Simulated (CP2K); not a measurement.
## Sn in CP2K: the effect of functional

Sn:

```xyz
2
Lattice="4.5726 0.0000 0.0000 2.2863 3.9600 0.0000 2.2863 1.3200 3.7335" Properties=species:S:1:pos:R:3 pbc="T T T"
Sn    6.8590    3.9600    2.8002
Sn    4.5726    2.6400    1.8668
```

This isn't the form of Sn at room conditions, which is tetragonal (white tin).

Alike in all runs:

| Item | Value |
| --- | --- |
| Program | CP2K 2026.2 |
| Task | band structure |
| Potentials or basis | POTENTIAL_UZH Sn GTH-PBE-q4; TZVP-MOLOPT-PBE-GTH basis |
| Density cutoff | 9184 eV |
| k mesh | 7 × 7 × 7 |
| Occupations | fermi-dirac, width 0.05 eV |
| Spin | no spin polarisation |

Task: One run gave: pressure 5.5 GPa. Which functional did it use?
A. LDA
B. PW91
C. HLE17
D. BLYP
E. RPBE

Result: D.

```csv
functional,pressure (GPa)
PBE,4.2
LDA,3.9
PBEsol,3.8
RPBE,4.4
PW91,4.1
BLYP,5.5
HLE17,0.3
```

Caveats: the basis of atomic orbitals isn't converged, which shifts pressures, moduli and gaps; the potentials were made for another functional, which shifts forces and pressure (some runs); the potentials were made for a functional far from this one (some runs).
